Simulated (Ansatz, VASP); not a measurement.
## Al in VASP and in Ansatz

Contents of POSCAR:

```
Al
1.0
    2.7452437044      0.0000000000      0.0000000000
   -1.3726218522      2.3774507876      0.0000000000
    0.0000000000      0.0000000000      2.5650870863
Al
1
Direct
    0.0000000000      0.0000000000      0.0000000000
```

Contents of INCAR.step1:

```
ALGO = Normal ; EDIFF = 1E-4
ENCUT = 600 ; GGA = PE
ISMEAR = 0 ; LASPH = T
LCHARG = F ; LREAL = F
LWAVE = T ; NELM = 80
PREC = Accurate ; SIGMA = 0.1
```

File INCAR.step2:

```
ALGO = Normal ; EDIFF = 1E-6
EDIFFG = -0.04 ; ENCUT = 600
IBRION = 2 ; ISIF = 3
ISMEAR = 0 ; ISTART = 1
LASPH = T ; LCHARG = F
LMIXTAU = T ; LREAL = F
LWAVE = F ; METAGGA = R2SCAN
NELM = 80 ; NSW = 90
PREC = Accurate ; SIGMA = 0.1
```

The input KPOINTS:

```
k-points
0
Gamma
  9 9 6
```

Input for Ansatz:

```yaml
crystal:
  lattice:
    - [2.7452437044, 0.0, 0.0]
    - [-1.3726218522, 2.3774507876, 0.0]
    - [0.0, 0.0, 2.5650870863]
  atoms:
    - { symbol: Al, position: [0.0, 0.0, 0.0] }
basis:
  ecutwfc: 500
kpoints:
  mp_grid: { grid: [9, 9, 6] }
hamiltonian:
  xc: r2scan
scf:
  occupations: { method: gaussian, width: 0.1 }
  lower_state_search: "off"
output:
  forces: true
  stress: true
  eigenvalues: true
relax:
  adjacent_minimum: "off"
  f_tol: 0.04
  max_steps: 70
  cell: { stress_tol: 0.4 }
```

Alike in both runs: task relaxation of cell and atoms; functional r2SCAN; k mesh 9 × 9 × 6; occupations gaussian, width 0.1 eV; no spin polarisation.

|  | VASP | Ansatz |
| --- | --- | --- |
| version | VASP 6.6.1 | Ansatz 0.2.0 |
| potentials or method | VASP PAW PBE potentials, release 64 (Al) | scalar-relativistic, plane waves, PAW |
| plane-wave cutoff (eV) | 600 | 500 |
| valence electrons in the cell | 3 | 3 |

```csv
,VASP,Ansatz,Ansatz less VASP
"gap on the k mesh at the Fermi level, each at its own relaxed structure (eV)",none,none,-
relaxed volume (Å³/atom),18.38,18.33,-0.051
relaxed cell length with the largest relative difference (Å),2.874,2.776,-0.0979
energy change over the relaxation (meV/atom),-99,-101,-2.1
```

A gap of «none» marks a metal or a gap that the smearing closes.

Caveats: the k mesh is coarse (spacing up to 0.41 Å⁻¹), so the values aren't converged; the PAW data sets were made with another functional, which shifts forces and pressure a little (VASP).
